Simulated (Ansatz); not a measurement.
# SnSe: the cost of one run

Program: Ansatz 0.2.0. Level of theory: DFT PBEsol, scalar-relativistic, plane waves, PAW. These are calculated values, not measurements.

3 further runs of the same task are left out: 1 that didn't finish, 2 set aside as unsound or not needed.

**1. Starting point**

It takes space group Fm-3m (No. 225, cubic). Conventional cell: a = 5.946 Å, b = 5.946 Å, c = 5.946 Å, α = 90.00°, β = 90.00°, γ = 90.00°. Sn (site symmetry m-3m) is surrounded by 6 Se at 2.97 Å. Around Se (site symmetry m-3m) lie 6 Sn at 2.97 Å.

As a file:

```
CELL_PARAMETERS angstrom
0.00000 2.97275 2.97275
2.97275 0.00000 2.97275
2.97275 2.97275 0.00000
ATOMIC_POSITIONS crystal
Sn 0.00000 0.00000 0.00000
Se 0.50000 0.50000 0.50000
```

This cell was relaxed beforehand with the same method: volume 26.27 Å³/atom, gap on the mesh 0.75 eV.

**2. Relaxing at 6 GPa**

At a set pressure the run lowers the enthalpy E + PV, so the energy alone may rise along the way.

The input, input.yaml:

```yaml
crystal:
  lattice:
    - [0.0, 2.9727546659, 2.9727546659]
    - [2.9727546659, 0.0, 2.9727546659]
    - [2.9727546659, 2.9727546659, 0.0]
  atoms:
    - { symbol: Sn, position: [0.0, 0.0, 0.0] }
    - { symbol: Se, position: [0.5, 0.5, 0.5] }
basis:
  ecutwfc: 420
kpoints:
  mp_grid: { grid: [8, 8, 8] }
hamiltonian:
  xc: pbesol
scf:
  occupations: { method: fixed }
output:
  forces: true
  stress: true
  eigenvalues: true
relax:
  adjacent_minimum: "off"
  f_tol: 0.001
  max_steps: 60
  cell: { stress_tol: 0.02, p_target: 6.0 }
```

The run is started by

```sh
> ansatz run input.yaml --threads 1 --pin off --max-ram 3072MiB --backend cpu --events-out ev --progress --plain --runs-dir out
```

What time and memory should one allow on 1 thread of Intel Xeon at 2.50GHz (Skylake/Cascade Lake), shared host?

About 23 s, with a peak of 0.36 GiB.
